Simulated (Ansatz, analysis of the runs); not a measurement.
# Transmission past a defect: (4,0) C nanotube, P in place of one C, part 2 of 2

Wanted: the relaxed defect and the transmission past it, beside the channels of the perfect wire.

Ansatz 0.2.0; DFT PBE, plane waves, PAW; relaxation of a wire's period (the session's first sound run).

So far, conductance of the lead as this run defines it (G₀): step 3 (the perfect wire) 3.00.

## 5. Transmission between the leads

This step: DFT PBE, plane waves, PAW; transmission of a junction in a wire (Ansatz 0.2.0).

The cell is now read as a scatterer between two semi-infinite leads, named by two sites one period apart. The scattering states in its self-consistent potential are matched to the leads' states at each energy. One point across is taken, as for a wire in vacuum.

The input, input.yaml:

```yaml
crystal:
  lattice:
    - [9.932, 0.0, 0.0]
    - [0.0, 9.932, 0.0]
    - [0.0, 0.0, 29.5143822369]
  atoms:
    - { symbol: C, position: [0.3301927751, 0.499977252, 0.00029528] }
    - { symbol: C, position: [0.4999772516, 0.669761728, 0.00029528] }
    - { symbol: C, position: [0.4999772516, 0.330192775, 0.00029528] }
    - { symbol: C, position: [0.6697617281, 0.499977252, 0.00029528] }
    - { symbol: C, position: [0.3301927751, 0.499977252, 0.047323768] }
    - { symbol: C, position: [0.4999772516, 0.669761728, 0.047323768] }
    - { symbol: C, position: [0.4999772516, 0.330192775, 0.047323768] }
    - { symbol: C, position: [0.6697617281, 0.499977252, 0.047323768] }
    - { symbol: C, position: [0.3799061101, 0.620048393, 0.071729675] }
    - { symbol: C, position: [0.3799061101, 0.37990611, 0.071729675] }
    - { symbol: C, position: [0.6200483931, 0.620048393, 0.071729675] }
    - { symbol: C, position: [0.6200483931, 0.37990611, 0.071729675] }
    - { symbol: C, position: [0.3799061101, 0.620048393, 0.118746516] }
    - { symbol: C, position: [0.3799061101, 0.37990611, 0.118746516] }
    - { symbol: C, position: [0.6200483931, 0.620048393, 0.118746516] }
    - { symbol: C, position: [0.6200483931, 0.37990611, 0.118746516] }
    - { symbol: C, position: [0.3301927751, 0.499977252, 0.143152422] }
    - { symbol: C, position: [0.4999772516, 0.669761728, 0.143152422] }
    - { symbol: C, position: [0.4999772516, 0.330192775, 0.143152422] }
    - { symbol: C, position: [0.6697617281, 0.499977252, 0.143152422] }
    - { symbol: C, position: [0.3301927751, 0.499977252, 0.190180911] }
    - { symbol: C, position: [0.4999772516, 0.669761728, 0.190180911] }
    - { symbol: C, position: [0.4999772516, 0.330192775, 0.190180911] }
    - { symbol: C, position: [0.6697617281, 0.499977252, 0.190180911] }
    - { symbol: C, position: [0.3799061101, 0.620048393, 0.214586818] }
    - { symbol: C, position: [0.3799061101, 0.37990611, 0.214586818] }
    - { symbol: C, position: [0.6200483931, 0.620048393, 0.214586818] }
    - { symbol: C, position: [0.6200483931, 0.37990611, 0.214586818] }
    - { symbol: C, position: [0.3799061101, 0.620048393, 0.261603659] }
    - { symbol: C, position: [0.3799061101, 0.37990611, 0.261603659] }
[... 76 atom lines left out ...]
    - { symbol: C, position: [0.6200483931, 0.620048393, 0.928872532] }
    - { symbol: C, position: [0.6200483931, 0.37990611, 0.928872532] }
    - { symbol: C, position: [0.3799061101, 0.620048393, 0.975889373] }
    - { symbol: C, position: [0.3799061101, 0.37990611, 0.975889373] }
    - { symbol: C, position: [0.6200483931, 0.620048393, 0.975889373] }
    - { symbol: C, position: [0.6200483931, 0.37990611, 0.975889373] }
kpoints:
  mp_grid: { grid: [1, 1, 3] }
scf:
  occupations: { method: fermi_dirac, width: 0.05 }
hamiltonian:
  xc: pbe
output:
  transmission:
    e_range: [-1.26, 1.26]
    de: 0.035
    kmesh: [1, 1]
    reduced_basis: true
    leads: [[96, 0]]
  dos: { projected: true, e_range: [-4, 3] }
  write_potential: true
  write_density: true
  volumetric_format: npy
  elf: true
basis:
  ecutwfc: "350 eV"
```

Run with:

```sh
> ansatz run input.yaml --threads 4 --pin off --max-ram 16384MiB --backend cpu --events-out ev --progress --plain --runs-dir out
```

Wall time 20 min (4 threads of Arm Neoverse V1, shared host); peak memory 6.4 GiB.

Numbers from this step:

* energy at zero smearing: -28524.1151 eV
* transmission at the energy nearest the Fermi level, one spin: 2.500
* step of the lead's Hamiltonian: 15 meV
* conductance of the junction: 2.501 G₀

The transmission, one spin by energy, zero at the Fermi level:

```csv
energy (eV),"transmission, one spin"
-1.26,1.75
-1.19,2.13
-1.08,2.51
-1.01,2.59
-0.91,2.69
-0.84,2.77
-0.77,2.79
-0.73,2.28
-0.67,3.48
-0.59,3.52
-0.56,3.41
-0.49,3.16
-0.39,2.94
-0.32,2.87
-0.21,2.75
-0.14,2.67
-0.04,2.54
0.00,2.50
0.04,2.46
0.14,2.35
0.21,2.28
0.32,2.20
0.39,2.16
0.49,2.09
0.56,2.02
0.67,0.417
0.73,0.159
0.84,0.0679
0.91,0.975
1.01,1.94
1.08,1.97
1.19,1.98
1.26,1.98
```

Open channels of the lead, one spin against energy, zero at the Fermi level:

```csv
energy (eV),"open channels of the lead, one spin"
-1.26,2
-1.19,3
-1.08,3
-1.01,3
-0.91,3
-0.84,3
-0.73,4
-0.67,5
-0.56,5
-0.49,5
-0.39,5
-0.32,3
-0.21,3
-0.14,3
-0.04,3
0.00,3
0.04,3
0.14,3
0.21,3
0.32,3
0.39,3
0.49,3
0.56,3
0.67,1
0.73,1
0.84,1
0.91,1
1.01,3
1.08,3
1.19,3
1.26,3
```

Projected DOS an atom over height of the atomic layer and energy from the Fermi level.  broadened by a Gaussian of 0.15 eV, since few k-points sample the long cell.

Ten even steps from '0' (0.066 states/eV) to '9' (0.595 states/eV), each cell a mean:
```
1001100100010100011000101000
1010100100010101010000001010
0000000000000201010100010000
0000000000000200000100000000
1000010000011200100100101000
0101000001011200100000001010
2222222211112311112122232333
7677777856332343547677786777
8878787898773388998887778877
3322333343772266444333223332
0110101011224312111101001010
0000000000015201000101000000
1111111001114110010110110111
2222222212223211111121222222
2222232223324332233232222222
3332333233324343333333332333
3334433444234444334334333333
8888878876444457777788888888
8888899888887568999888888888
2222222234578644433222222222
0110000111123211100110000000
0111111111012100100210010010
```
Columns: height of the atomic layer (Å) from 0.00872 to 28.8 (not evenly spaced); rows upwards: energy from the Fermi level (eV) from -3.98 to 1.47.

Electrostatic potential energy in the cb plane at fractional x = 0.500, with atoms of C and P within 0.2 Å of it. With pseudopotentials it is smooth inside the atoms' cores, unlike the true potential.

Ten even steps from '0' (-68 eV) to '9' (4 eV), each cell a mean:
```
99999999999999999999999999999999999999999999
99999999999999999999999999999999999999999999
99999999999999999999999999999999999999999999
99999999999999999999999999999999999999999999
99999999999999999999999999999999999999999999
89998999999899999999999999999999999999999999
36754799997447745899997568757999985577547999
02510389985004400689983015202799961035004899
14631589986226512689983026203799972146115899
78887899998778877899997678767899987788778999
99999999999999999999999999999999999999999999
99999999999999999999999999999999999999999999
99999999999999999999999999999999999999999999
99999999999999999999999999999999999999999999
57865789998568766899999999877899987578657899
03510489985005401699987678511689972035104899
04621589985115401699862136400589972036104899
78877899998678766899840015755899997678768999
99999999999999999999861137889999999999999999
99999999999999999999987678999999999999999999
99999999999999999999999999999999999999999999
99999999999999999999999999999999999999999999
99999999999999999999999999999999999999999999
99999999999999999999999999999999999999999999
```
Columns run along c (16.0 Å, from fractional 0.14 to 0.69 of the cell; values clipped at the 3rd and 97th percentile), rows up along b (9.9 Å). Atoms in or near the plane, at fractional coordinates: C at (0.19, 0.67), C at (0.19, 0.33), C at (0.29, 0.67), C at (0.29, 0.33), C at (0.33, 0.67), C at (0.33, 0.32), C at (0.43, 0.66), P at (0.43, 0.26), C at (0.48, 0.66), C at (0.48, 0.32), C at (0.57, 0.66), C at (0.57, 0.32), C at (0.62, 0.67), C at (0.62, 0.33).

ELF in the cb plane at fractional x = 0.500, with atoms of C and P within 0.2 Å of it. It is the smooth field of the valence electrons, not physical close to the nuclei.

Values, 13 rows by 16 columns, each cell a mean:
```
0.01 0.01 0.00 0.00 0.01 0.01 0.00 0.00 0.00 0.00 0.00 0.00 0.00 0.01 0.00 0.00
0.17 0.15 0.03 0.04 0.17 0.17 0.06 0.01 0.09 0.11 0.06 0.01 0.13 0.17 0.11 0.01
0.57 0.56 0.17 0.22 0.58 0.57 0.30 0.08 0.49 0.49 0.35 0.05 0.51 0.57 0.47 0.05
0.70 0.61 0.31 0.37 0.63 0.68 0.46 0.21 0.63 0.75 0.56 0.13 0.61 0.79 0.58 0.12
0.61 0.44 0.28 0.33 0.48 0.54 0.39 0.22 0.37 0.67 0.41 0.13 0.39 0.75 0.39 0.13
0.35 0.32 0.12 0.14 0.33 0.35 0.19 0.11 0.36 0.43 0.29 0.07 0.31 0.40 0.29 0.07
0.04 0.04 0.03 0.03 0.04 0.03 0.03 0.02 0.03 0.03 0.04 0.03 0.04 0.03 0.04 0.03
0.51 0.46 0.17 0.20 0.45 0.46 0.22 0.07 0.12 0.27 0.30 0.07 0.35 0.51 0.39 0.09
0.57 0.39 0.30 0.36 0.44 0.49 0.39 0.22 0.41 0.73 0.40 0.14 0.39 0.73 0.36 0.16
0.74 0.69 0.29 0.37 0.71 0.72 0.44 0.40 0.15 0.81 0.54 0.13 0.61 0.78 0.65 0.14
0.46 0.46 0.12 0.18 0.50 0.53 0.20 0.74 0.91 0.66 0.31 0.04 0.40 0.49 0.44 0.05
0.10 0.10 0.01 0.02 0.12 0.12 0.03 0.70 0.95 0.53 0.05 0.00 0.07 0.12 0.09 0.01
0.00 0.00 0.00 0.00 0.00 0.00 0.01 0.28 0.52 0.18 0.01 0.00 0.00 0.00 0.00 0.00
```
Columns run along c (16.0 Å, from fractional 0.14 to 0.69 of the cell), rows up along b (9.9 Å). Atoms in or near the plane, at fractional coordinates: C at (0.19, 0.67), C at (0.19, 0.33), C at (0.29, 0.67), C at (0.29, 0.33), C at (0.33, 0.67), C at (0.33, 0.32), C at (0.43, 0.66), P at (0.43, 0.26), C at (0.48, 0.66), C at (0.48, 0.32), C at (0.57, 0.66), C at (0.57, 0.32), C at (0.62, 0.67), C at (0.62, 0.33).

Valence density in the cb plane at fractional x = 0.500, with atoms of C and P within 0.2 Å of it. It is the smooth field of the valence electrons, not physical close to the nuclei.

Values in e/Å³, 13 rows by 16 columns, each cell a mean:
```
0.0 0.0 0.0 0.0 0.0 0.0 0.0 0.0 0.0 0.0 0.0 0.0 0.0 0.0 0.0 0.0
0.0 0.0 0.0 0.0 0.0 0.0 0.0 0.0 0.0 0.0 0.0 0.0 0.0 0.0 0.0 0.0
0.1 0.1 0.0 0.0 0.1 0.1 0.1 0.0 0.1 0.1 0.1 0.0 0.1 0.1 0.1 0.0
1.1 1.1 0.3 0.3 1.1 1.1 0.4 0.2 0.8 0.9 0.5 0.1 0.8 1.0 0.8 0.1
1.7 1.6 0.5 0.6 1.6 1.7 0.8 0.4 1.6 1.8 1.1 0.3 1.3 1.8 1.3 0.3
0.3 0.3 0.2 0.2 0.3 0.3 0.3 0.2 0.4 0.4 0.4 0.2 0.4 0.3 0.3 0.2
0.1 0.1 0.1 0.1 0.1 0.1 0.1 0.1 0.1 0.1 0.1 0.1 0.1 0.1 0.1 0.1
0.6 0.6 0.3 0.3 0.5 0.5 0.3 0.1 0.1 0.2 0.4 0.2 0.5 0.5 0.5 0.2
1.8 1.7 0.5 0.6 1.8 1.8 0.7 0.3 0.5 1.2 1.3 0.3 1.3 1.9 1.5 0.3
0.7 0.7 0.2 0.2 0.8 0.9 0.3 0.3 0.3 1.0 0.7 0.1 0.6 0.8 0.6 0.1
0.1 0.1 0.0 0.0 0.1 0.1 0.0 0.2 0.6 0.3 0.1 0.0 0.1 0.1 0.1 0.0
0.0 0.0 0.0 0.0 0.0 0.0 0.0 0.0 0.1 0.0 0.0 0.0 0.0 0.0 0.0 0.0
0.0 0.0 0.0 0.0 0.0 0.0 0.0 0.0 0.0 0.0 0.0 0.0 0.0 0.0 0.0 0.0
```
Columns run along c (16.0 Å, from fractional 0.14 to 0.69 of the cell), rows up along b (9.9 Å). Atoms in or near the plane, at fractional coordinates: C at (0.19, 0.67), C at (0.19, 0.33), C at (0.29, 0.67), C at (0.29, 0.33), C at (0.33, 0.67), C at (0.33, 0.32), C at (0.43, 0.66), P at (0.43, 0.26), C at (0.48, 0.66), C at (0.48, 0.32), C at (0.57, 0.66), C at (0.57, 0.32), C at (0.62, 0.67), C at (0.62, 0.33).

By hand: the program gives 1.9644 × 10^14 S/m² over the cell's cross-section of 98.64 Å² = 9.864 × 10^-19 m², so one cell conducts 1.938 × 10^-4 S. Divided by G0 = 2e²/h = 7.748 × 10^-5 S this is 2.50 G0, a resistance of 5.16 kΩ.

The conductance is 2.50 G₀, with 3 channels a spin open in the lead. The lead's Hamiltonian steps by 15.0 meV, which the program lets pass, though it counts in the error estimate.

## 6. Conductance and thermopower from T(E)

This step: Landauer integrals over the computed T(E), interpolated linearly between its energies (analysis of the runs above).

Conductance and thermopower are moments of T(E) over the thermal window; sliding the window along E stands for a gate that leaves T(E) rigid.

Numbers from this step:

| Quantity | Value |
| --- | --- |
| conductance at 300 K, interpolated from T(E) | 2.501 G₀ |
| thermopower at 300 K | 3.443 μV/K |
| Lorenz number over L0 | 1.000 |

T(E) held rigid; rough near sharp steps of T(E). The conductance at 300 K by shift of the leads' level:

```csv
shift of the leads' level (eV),conductance at 300 K (G₀)
-0.900,2.70
-0.850,2.74
-0.800,2.75
-0.750,2.76
-0.700,2.99
-0.650,3.05
-0.600,3.16
-0.550,3.28
-0.500,3.20
-0.450,3.08
-0.400,2.98
-0.350,2.91
-0.300,2.85
-0.250,2.80
-0.200,2.74
-0.150,2.68
-0.100,2.62
-0.050,2.56
0.000,2.50
0.050,2.44
0.100,2.39
0.150,2.34
0.200,2.29
0.250,2.25
0.300,2.21
0.350,2.18
0.400,2.15
0.450,2.11
0.500,2.06
0.550,1.90
0.600,1.42
0.650,0.733
0.700,0.343
0.750,0.161
0.800,0.124
0.850,0.346
0.900,0.900
```

T(E) held rigid; rough near sharp steps of T(E). The thermopower at 300 K by shift of the leads' level:

```csv
shift of the leads' level (eV),thermopower at 300 K (μV/K)
-0.900,-2.36
-0.850,-1.58
-0.800,-0.209
-0.700,-9.14
-0.650,-1.40
-0.600,-7.16
-0.550,-0.268
-0.450,4.98
-0.400,4.12
-0.350,3.26
-0.300,2.97
-0.200,3.08
-0.150,3.27
-0.100,3.40
-0.050,3.46
0.050,3.35
0.100,3.20
0.150,3.01
0.200,2.79
0.300,2.40
0.350,2.29
0.400,2.40
0.450,3.29
0.550,22.7
0.600,63.3
0.650,107
0.700,117
0.800,-101
0.850,-162
0.900,-98.6
```

The two levels move by half the bias each and T(E) is held rigid. The current from the zero-bias T(E) by bias:

```csv
bias (V),current from the zero-bias T(E) (μA)
0.000,0
0.100,19.4
0.200,38.8
0.300,58.2
0.400,77.7
0.500,97.2
0.600,117
0.700,137
0.800,156
0.900,176
1.000,197
1.100,217
1.200,236
1.300,252
1.400,266
1.500,278
1.600,289
1.700,300
1.800,313
1.900,328
```

By hand, Mott's formula: S = −(π²k²T/3e) d ln T/dE, and π²k²T/3e = 7.33 μV/K × eV at 300 K. The computed T is 2.59 at -0.070 eV and 2.42 at +0.070 eV, so d ln T/dE ≈ -0.473 per eV and S ≈ 3.47 μV/K, against 3.44 from the integrals.

The thermopower is 3.44 μV/K. The Lorenz ratio is 1.00, where the Wiedemann-Franz law gives 1. Moving the level by up to 0.1 eV either way gives 3.2 to 3.5 μV/K.

## 7. Outcome

```json
{
 "conductance of the perfect wire": "3.00 G₀",
 "conductance, P in place of one C": "2.50 G₀",
 "thermopower, P in place of one C": "3.44 μV/K"
}
```

In words: Summed over the computed window, 73 % of the lead's open channels pass the defect; the conductance at 300 K is 2.50 G₀. With P in place of one C, 83 % of the conductance of that run's own lead (3.00 G₀) is left. Transport is coherent and elastic here: the atoms are frozen, so scattering by vibrations plays no part. The free region is short: held atoms still bear up to 0.5 eV/Å after a relaxation. A cutoff under the files' recommended one was taken to save time; its effect on T(E) was not tested here. A cell with an odd number of electrons ran without spin; a level of the scatterer near the Fermi level could split if spin were allowed.

[Logs are printed without paths, hosts, clocks, repeated set-up lines and the standing remarks that a program may print on its own settings, such as how far it seeks lower states.]

[Hosts, paths, dates, database ids (printed as entryN), source tags and the programs' standing remarks are cut or masked in the printed files.]
